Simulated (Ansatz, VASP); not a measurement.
## Mg in VASP and in Ansatz

Contents of POSCAR:

```
Mg
1.0
    0.0000000000      2.2442560000      2.2442560000
    2.2442560000      0.0000000000      2.2442560000
    2.2442560000      2.2442560000      0.0000000000
Mg
1
Direct
    0.0000000000      0.0000000000      0.0000000000
```

The input INCAR.step1:

```
SYSTEM = Mg
ALGO = Normal
EDIFF = 1E-4
ENCUT = 520
GGA = PE
ISMEAR = 0
LASPH = .True.
LCHARG = .False.
LREAL = .False.
LWAVE = .True.
NBANDS = 7
NELM = 80
PREC = Accurate
SIGMA = 0.15
```

INCAR.step2

```
SYSTEM = Mg
ALGO = Normal
EDIFF = 1E-6
ENCUT = 520
ISIF = 2
ISMEAR = 0
ISTART = 1
LASPH = .True.
LCHARG = .False.
LMIXTAU = .True.
LREAL = .False.
LWAVE = .False.
METAGGA = R2SCAN
NBANDS = 7
NELM = 80
PREC = Accurate
SIGMA = 0.15
```

KPOINTS

```
k-points
0
Gamma
  20 20 20
  0 0 0
```

Input for Ansatz:

```yaml
crystal:
  lattice:
    - [0.0, 2.244256, 2.244256]
    - [2.244256, 0.0, 2.244256]
    - [2.244256, 2.244256, 0.0]
  atoms:
    - { symbol: Mg, position: [0.0, 0.0, 0.0] }
basis:
  ecutwfc: 500
kpoints:
  mp_grid: { grid: [20, 20, 20] }
hamiltonian:
  xc: r2scan
scf:
  occupations: { method: gaussian, width: 0.15 }
output:
  forces: true
  stress: true
  eigenvalues: true
```

This isn't the form of Mg at room conditions, which is hcp.

Alike in both runs: task single point; functional r2SCAN; k mesh 20 × 20 × 20; occupations gaussian, width 0.15 eV; no spin polarisation.

|  | VASP | Ansatz |
| --- | --- | --- |
| version | VASP 6.6.1 | Ansatz 0.2.0 |
| potentials or method | VASP PAW PBE potentials, release 64 (Mg) | scalar-relativistic, plane waves, PAW |
| plane-wave cutoff (eV) | 520 | 500 |
| valence electrons in the cell | 2 | 10 |

|  | VASP | Ansatz | Ansatz less VASP |
| --- | --- | --- | --- |
| gap on the k mesh at the Fermi level (eV) | none | none | - |
| pressure (GPa) | 0.0 | 0.2 | +0.26 |

A gap of «none» marks a metal or a gap that the smearing closes. With one functional, cell and mesh, what is left measures potentials, basis and numerics. The two sets of potentials don't hold the same shells in valence.

Caveats: the PAW data sets were made with another functional, which shifts forces and pressure a little (VASP).
